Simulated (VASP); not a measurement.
# Cd (R-3m) in VASP: a series of runs

The runs below take Cd through relaxation of cell and atoms, single point, with rSCAN+D3(BJ), PBE, TPSSh.

Everything below comes from runs of VASP 6.6.1. Logs are shortened: lines on timing, memory, paths and dates and some standing lists are left out, and cuts for length are marked.

## (1) The structure

It takes space group R-3m (No. 166, trigonal). Conventional cell: a = 3.216 Å, b = 3.216 Å, c = 7.348 Å, α = 90.00°, β = 90.00°, γ = 120.00°. Cd (site symmetry -3m) has 12 Cd at 3.07 to 3.22 Å as nearest neighbours.

This isn't the form of Cd at room conditions, which is hcp.

## (2) Relaxation of cell and atoms, rSCAN+D3(BJ) (volume scaled by 1.25)

INCAR reads:

```
PREC = Accurate ; ENCUT = 600
EDIFF = 1E-7 ; ISMEAR = 1
SIGMA = 0.1 ; LREAL = False
LASPH = True ; NELM = 100
ALGO = Normal ; ISIF = 3
LWAVE = False ; LCHARG = False
METAGGA = RSCAN ; LMIXTAU = True
IVDW = 12 ; VDW_S6 = 1.0
VDW_S8 = 1.08859014 ; VDW_A1 = 0.47023427
VDW_A2 = 5.73408312 ; IBRION = 2
NSW = 40 ; EDIFFG = -0.01
```

KPOINTS reads:

```
regular mesh
0
Gamma
  10 10 10
```

POSCAR reads:

```
Cd
1.0
    1.7321968933      1.0000843426      2.6384148810
   -1.7321968933      1.0000843426      2.6384148810
    0.0000000000     -2.0001686853      2.6384148810
Cd
1
Direct
    0.0000000000      0.0000000000      0.0000000000
```

Potentials or basis: VASP PAW PBE potentials, release 64 (Cd).

Launch:

```
cat potpaw_PBE.64/Cd/POTCAR > POTCAR
mpirun -np 1 vasp_std > vasp.out
```

OUTCAR:

```text
PREC = Accurate
   ENCUT = 600
   EDIFF = 1E-7
   ISMEAR = 1
   LREAL = False
   LASPH = True
   NELM = 100
   ISIF = 3
   METAGGA = RSCAN
   IVDW = 12
   IBRION = 2
   NSW = 40
   EDIFFG = -0.01
 IVDW          = 12

 ion  position               nearest neighbor table
   1  0.000  0.000  0.000-

  LATTYP: Found a trigonal (rhomboedric) cell.
 ALAT       =     3.3108772031
 COS(alpha) =     0.4525576903

  Lattice vectors:

 A1 = (   1.7321968933,   1.0000843426,   2.6384148810)
 A2 = (  -1.7321968933,   1.0000843426,   2.6384148810)
 A3 = (   0.0000000000,  -2.0001686853,   2.6384148810)

Analysis of symmetry for initial positions (statically):
=====================================================================
 Subroutine PRICEL returns:
 Original cell was already a primitive cell.

 Routine SETGRP: Setting up the symmetry group for a
 trigonal (rhombohedral) supercell.

 Subroutine GETGRP returns: Found 12 space group operations
 (whereof 12 operations were pure point group operations)
 out of a pool of 12 trial point group operations.

The static configuration has the point symmetry D_3d.

Analysis of symmetry for dynamics (positions and initial velocities):
=====================================================================
 Subroutine PRICEL returns:
 Original cell was already a primitive cell.

 Routine SETGRP: Setting up the symmetry group for a
 trigonal (rhombohedral) supercell.

 Subroutine GETGRP returns: Found 12 space group operations
 (whereof 12 operations were pure point group operations)
 out of a pool of 12 trial point group operations.

The dynamic configuration has the point symmetry D_3d.

 Subroutine INISYM returns: Found 12 space group operations
 (whereof 12 operations are pure point group operations),
 and found     1 'primitive' translations

----------------------------------------------------------------------------------------

                                     Primitive cell

  volume of cell :      27.4238

  direct lattice vectors                    reciprocal lattice vectors
     1.732196893  1.000084343  2.638414881     0.288650789  0.166652611  0.126338483
    -1.732196893  1.000084343  2.638414881    -0.288650789  0.166652611  0.126338483
     0.000000000 -2.000168685  2.638414881     0.000000000 -0.333305221  0.126338483

  length of vectors
     3.310877203  3.310877203  3.310877203     0.356446045  0.356446045  0.356446045

  position of ions in fractional coordinates (direct lattice)
     0.000000000  0.000000000  0.000000000

  ion indices of the primitive-cell ions
   primitive index   ion index
                 1           1

----------------------------------------------------------------------------------------

 KPOINTS: regular mesh

Automatic generation of k-mesh.
 Grid dimensions read from file:
 generate k-points for:   10   10   10

 Generating k-lattice:

  Cartesian coordinates                     Fractional coordinates (reciprocal lattice)
     0.028865079  0.016665261  0.012633848     0.100000000  0.000000000  0.000000000
    -0.028865079  0.016665261  0.012633848     0.000000000  0.100000000  0.000000000
     0.000000000 -0.033330522  0.012633848     0.000000000  0.000000000  0.100000000

  Length of vectors
     0.035644604  0.035644604  0.035644604

  Shift w.r.t. Gamma in fractional coordinates (k-lattice)
     0.000000000  0.000000000  0.000000000

 Subroutine IBZKPT returns following result:
 ===========================================

 Found    116 irreducible k-points:

 Following reciprocal coordinates:
            Coordinates               Weight
  0.000000  0.000000  0.000000      1.000000
  0.100000  0.000000  0.000000      6.000000
  0.200000  0.000000  0.000000      6.000000
  0.300000  0.000000 -0.000000      6.000000
  0.400000  0.000000  0.000000      6.000000
  0.500000  0.000000 -0.000000      3.000000
[... 42 lines left out ...]
  0.300000  0.300000  0.100000      6.000000
  0.400000  0.300000  0.100000     12.000000
 [... further k-points ...]
   k-points           NKPTS =    116   k-points in BZ     NKDIM =    116   number of bands    NBANDS=     10
   number of dos      NEDOS =    301   number of ions     NIONS =      1
   total plane-waves  NPLWV =  21952
   dimension x,y,z NGX =    28 NGY =   28 NGZ =   28
   dimension x,y,z NGXF=    56 NGYF=   56 NGZF=   56
   ions per type =               1
   NGX,Y,Z   is equivalent  to a cutoff of  14.06, 14.06, 14.06 a.u.
   NGXF,Y,Z  is equivalent  to a cutoff of  28.12, 28.12, 28.12 a.u.
 SYSTEM =  unknown system
   PREC   = accura    normal or accurate (medium, high low for compatibility)
   ISTART =      0    job   : 0-new  1-cont  2-samecut
   ICHARG =      2    charge: 1-file 2-atom 10-const
   ISPIN  =      1    spin polarized calculation?
   LNONCOLLINEAR =      F non collinear calculations
   LSORBIT =      F    spin-orbit coupling
   LASPH  =      T    aspherical Exc in radial PAW
   ENCUT  =  600.0 eV  44.10 Ry    6.64 a.u.   6.61  6.61  6.61*2*pi/ulx,y,z
   NELM   =    100;   NELMIN=  2; NELMDL= -5     # of ELM steps
   EDIFF  = 0.1E-06   stopping-criterion for ELM
   LREAL  =      F    real-space projection
   EDIFFG = -.1E-01   stopping-criterion for IOM
   NSW    =     40    number of steps for IOM
   IBRION =      2    ionic relax: 0-MD 1-quasi-New 2-CG
   NFREE  =      1    steps in history (QN), initial steepest desc. (CG)
   ISIF   =      3    stress and relaxation
   ISYM   =      2    0-nonsym 1-usesym 2-fastsym
   POTIM  = 0.5000    time-step for ionic-motion
   TEBEG  =    0.0;   TEEND  =   0.0 temperature during run
   PSTRESS=    0.0 pullay stress
   NELECT =      12.0000    total number of electrons
   NUPDOWN=      -1.0000    fix difference up-down
   EMIN   =  10.00;   EMAX   =-10.00  energy-range for DOS
   EFERMI =   0.00;   METHOD = LEGACY
   ISMEAR =     1;   SIGMA  =   0.10  broadening in eV -4-tet -1-fermi 0-gaus
   EFERMI_NEDOS =   21; number of points for ismear=-14 and -15
   IALGO  =     38    algorithm
   IMIX   =      4    mixing-type and parameters
     AMIX     =   0.40;   BMIX     =  1.00
     AMIX_MAG =   1.60;   BMIX_MAG =  1.00
  volume/ion in A,a.u.               =      27.42       185.07
  Fermi-wavevector in a.u.,A,eV,Ry     =   1.242870  2.348684 21.017284  1.544727
  Thomas-Fermi vector in A             =   2.377206
   LORBIT       =      0    0 simple, 1 ext, 2 COOP (PROOUT), +10 PAW based schemes
   METAGGA = RSCAN    functional components
   LHFCALC =     F    Hartree Fock is set to
   AEXX    =    0.0000 exact exchange contribution
   IVDW    =    12    specifies the selected vdW correction
   LEPSILON=     F    determine dielectric tensor
   LRPA    =     F    only Hartree local field effects (RPA)
 conjugate gradient relaxation of ions
 non-spin polarized calculation
 Methfessel and Paxton  Order N= 1 SIGMA  =   0.10
  energy-cutoff  :      600.00
  volume of cell :       27.42
 maximum number of plane-waves:       929
   NGX = 13   NGY = 13   NGZ = 13

--------------------------------------- Ionic step        1  -------------------------------------------

 number of electron      12.0000003 magnetization

 Free energy of the ion-electron system (eV)
  ---------------------------------------------------
  ext. energy  EPLUGINS =         0.00000000
  ---------------------------------------------------
  free energy    TOTEN  =       -37.56547525 eV

  energy without entropy =      -37.56498107  energy(sigma->0) =      -37.56531052

------------------------ aborting loop because EDIFF is reached ----------------------------------------

 Edisp (eV)   -0.20171

 E8    (eV) :    -0.0878

  FORCE on cell =-STRESS in cart. coord.  units (eV):
  Direction    XX          YY          ZZ          XY          YZ          ZX
  --------------------------------------------------------------------------------------
  -------------------------------------------------------------------------------------
  Total      -1.23106    -1.23106    -1.31406     0.00000     0.00000     0.00000
  in kB     -71.92200   -71.92200   -76.77098     0.00000     0.00000     0.00000
  external pressure =      -73.54 kB  Pullay stress =        0.00 kB

 VOLUME and BASIS-vectors are now :
 -----------------------------------------------------------------------------
  energy-cutoff  :      600.00
  volume of cell :       27.42
      direct lattice vectors                 reciprocal lattice vectors
     1.732196893  1.000084343  2.638414881     0.288650789  0.166652611  0.126338483
    -1.732196893  1.000084343  2.638414881    -0.288650789  0.166652611  0.126338483
     0.000000000 -2.000168685  2.638414881     0.000000000 -0.333305221  0.126338483
[... 118 lines left out ...]
 POSITION                                       TOTAL-FORCE (eV/Angst)
 -----------------------------------------------------------------------------------
      0.00000     -0.00000      0.00000        -0.000000      0.000000     -0.000000
 -----------------------------------------------------------------------------------
    total drift:                               -0.000000      0.000000     -0.000000

  FREE ENERGIE OF THE ION-ELECTRON SYSTEM (eV)
  ---------------------------------------------------
  free  energy   TOTEN  =       -37.9669427647 eV

  energy  without entropy=      -37.9674241875  energy(sigma->0) =      -37.96710324

--------------------------------------- Ionic step        5  -------------------------------------------

 number of electron      12.0000003 magnetization

 Free energy of the ion-electron system (eV)
  ---------------------------------------------------
  ext. energy  EPLUGINS =         0.00000000
  ---------------------------------------------------
  free energy    TOTEN  =       -37.70226910 eV

  energy without entropy =      -37.70275904  energy(sigma->0) =      -37.70243241

 E-fermi :   3.0862     XC(G=0): -11.9944

 val. band max:        2.9628615665   @ k =   0.5000   0.1000   0.1000
 cond. band min:       3.1173316092   @ k =  -0.4000  -0.4000   0.2000
 fundamental gap:      0.1544700427
 Fermi energy:         3.0862368165

 k-point     1 :       0.0000    0.0000    0.0000
  band No.  band energies     occupation
      1      -6.8401      2.00000
      2      -6.8401      2.00000
      3      -6.5956      2.00000
      4      -6.3459      2.00000
      5      -6.1993      2.00000
      6      -6.1993      2.00000
      7      17.1300      0.00000
      8      18.1130      0.00000
      9      18.1130      0.00000
     10      21.4823      0.00000

 k-point     2 :       0.1000    0.0000    0.0000
  band No.  band energies     occupation
      1      -6.8563      2.00000
      2      -6.8157      2.00000
      3      -6.5472      2.00000
      4      -6.2077      2.00000
      5      -6.2047      2.00000
      6      -6.0808      2.00000
      7      15.0266      0.00000
      8      17.4142      0.00000
      9      17.8452      0.00000
     10      20.8405      0.00000
[... 482 lines left out ...]
 k-point    40 :      -0.1000    0.1000    0.1000
  band No.  band energies     occupation
      1      -6.9213      2.00000
      2      -6.6979      2.00000
      3      -6.4997      2.00000
      4      -6.3885      2.00000
      5      -6.1119      2.00000
      6      -5.2869      2.00000
      7      12.8408      0.00000
      8      15.2552      0.00000
      9      16.1088      0.00000
     10      20.0584      0.00000

 [... further k-points ...]

------------------------ aborting loop because EDIFF is reached ----------------------------------------

 Edisp (eV)   -0.26471

 E8    (eV) :    -0.1157

  FORCE on cell =-STRESS in cart. coord.  units (eV):
  Direction    XX          YY          ZZ          XY          YZ          ZX
  --------------------------------------------------------------------------------------
  -------------------------------------------------------------------------------------
  Total       0.00095     0.00095    -0.00688     0.00000     0.00000    -0.00000
  in kB       0.07173     0.07173    -0.52204     0.00000     0.00000    -0.00000
  external pressure =       -0.13 kB  Pullay stress =        0.00 kB

 VOLUME and BASIS-vectors are now :
 -----------------------------------------------------------------------------
  energy-cutoff  :      600.00
  volume of cell :       21.12
      direct lattice vectors                 reciprocal lattice vectors
     1.591822393  0.919039087  2.405610277     0.314105394  0.181348834  0.138564977
    -1.591822393  0.919039087  2.405610277    -0.314105394  0.181348834  0.138564977
    -0.000000000 -1.838078174  2.405610277     0.000000000 -0.362697668  0.138564977

 POSITION                                       TOTAL-FORCE (eV/Angst)
 -----------------------------------------------------------------------------------
      1.59182      0.91904      2.40561        -0.000000     -0.000000      0.000000
 -----------------------------------------------------------------------------------
    total drift:                                0.000000      0.000000     -0.000000

  FREE ENERGIE OF THE ION-ELECTRON SYSTEM (eV)
  ---------------------------------------------------
  free  energy   TOTEN  =       -37.9669760909 eV

  energy  without entropy=      -37.9674660370  energy(sigma->0) =      -37.96713941

 reached required accuracy - stopping structural energy minimisation
```

Run time: 8.5 min. Hardware: 1 thread of Intel Xeon Platinum 8488C (Sapphire Rapids), shared host; peak memory 0.21 GiB.

What came out:

```yaml
Free_energy: -37.9670 eV
Relaxed_volume: 21.12 Å³/atom
Relaxed_cell: a = 3.027 Å, b = 3.027 Å, c = 3.027 Å, α = 63.44°, β = 63.44°, γ = 63.44°
Space_group_after_relaxing_to_0.05_Å: R-3m (No. 166)
Energy_gained_by_relaxing: 199.8 meV/atom
Ionic_steps: 5
Pressure_after_relaxing: 0.0 GPa
Band_gap_on_the_k_mesh: none (metal or under the smearing width)
Dispersion_energy_per_atom: -0.265 eV
```

The path:
| step | energy change (eV) | largest force (eV/Å) | pressure (GPa) | volume (Å³) |
| --- | --- | --- | --- | --- |
| 1 | 0.0000 | 0.0000 | -7.35 | 27.42 |
| 2 | -0.1801 | 0.0000 | -3.64 | 22.73 |
| 3 | -0.1995 | 0.0000 | -0.50 | 21.29 |
| 4 | -0.1998 | 0.0000 | 0.09 | 21.08 |
| 5 | -0.1998 | 0.0000 | -0.01 | 21.12 |

Final structure:
```xyz
1
Lattice="1.5918 0.9190 2.4056 -1.5918 0.9190 2.4056 0.0000 -1.8381 2.4056" Properties=species:S:1:pos:R:3 pbc="T T T"
Cd    1.5918    0.9190    2.4056
```

Levels at points of the mesh, in eV from the Fermi level:
```
           k point  band 2  band 3  band 4  band 5  band 6  band 7  band 8  band 9  band 10
(0.00, 0.00, 0.00)   -9.93   -9.68   -9.43   -9.29   -9.29   14.04   15.03   15.03    18.40
(0.50, 0.00, 0.00)   -9.96   -9.63   -9.01   -8.85   -2.79   -1.70   13.28   13.38    15.05
(0.50, 0.50, 0.00)  -10.43   -8.97   -8.81   -8.75   -1.03    1.59    6.30    8.15    10.78
(0.50, 0.50, 0.50)   -9.84   -9.84   -8.83   -8.83   -2.21   -0.29   12.19   12.19    12.91
```

Caveat: the PAW data sets were made with another functional, which shifts forces and pressure a little; pairwise dispersion overbinds metals, which lowers pressure and volume.

(Part 1 of 2 ends here.)
